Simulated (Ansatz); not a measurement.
# Polymorphs of Hf (sheets)

Computed with Ansatz, DFT PBE, scalar-relativistic, plane waves, PAW. Settings: cutoff 420 eV, Γ-centred meshes spaced at most about 0.3 Å⁻¹, and about 0.25 Å⁻¹ or finer for metals (2π included), Gaussian smearing. No spin polarisation.

Energies count from the standard state of Hf at the same level.

All energies are static (0 K, no zero-point motion). The comparison covers the computed candidates alone. These runs have no spin–orbit coupling, which can matter for Hf.

Invented guesses were relaxed alike, and ends that match in structure were merged. ΔE counts from the first row. Coordination counts all near atoms (those within 1.25 times the shortest distance at each site; a slash parts the counts of unlike sites). All are two-dimensional sheets, periodic along a and b, with vacuum along c.

| # | reached from | layer group | atoms | Å²/atom | coordination | ΔE (meV/atom) | gap on mesh (eV) |
| --- | --- | --- | --- | --- | --- | --- | --- |
| 1 | random sheet | p4mm (No. 55) | 3 | 5.4 | Hf 4/6 | 0 | 0.00 |
| 2 | random sheet | p6/mmm (No. 80) | 1 | 7.5 | Hf 6 | 382 | 0.00 |
| 3 | random sheet | p4/mmm (No. 61) | 1 | 7.7 | Hf 4 | 724 | 0.00 |
| 4 | random sheet | p6/mmm (No. 80) | 2 | 10.3 | Hf 3 | 1981 | 0.00 |

The lowest: Layer group p4mm (No. 55), a = 4.020 Å, b = 4.020 Å, γ = 90.0°, thickness 2.13 Å between the outermost nuclei. Hf at height 2.13 Å has 6 Hf at 2.84–2.93 Å; Hf at height 0.00 Å has 4 Hf at 2.93 Å. Its energy over the standard state is +1.75 eV/atom. So it is a metastable form at best.

```
CELL_PARAMETERS angstrom
4.02043 0.00000 0.00000
0.00000 4.02043 0.00000
0.00000 0.00000 28.08991
ATOMIC_POSITIONS crystal
Hf 0.00000 0.50000 0.31820
Hf 0.50000 0.00000 0.31820
Hf 0.00000 0.00000 0.24248
```

The second: Layer group p6/mmm (No. 80), a = 2.934 Å, b = 2.934 Å, γ = 120.0°, thickness 0.00 Å between the outermost nuclei. Hf at height 0.00 Å has 6 Hf at 2.93 Å. Counting all near atoms, the first has Hf 4/6 and the second has Hf 6. Cells relaxed within their symmetry can be saddle points. Some candidate types were left out of the draw beforehand, so a known form may be missing.
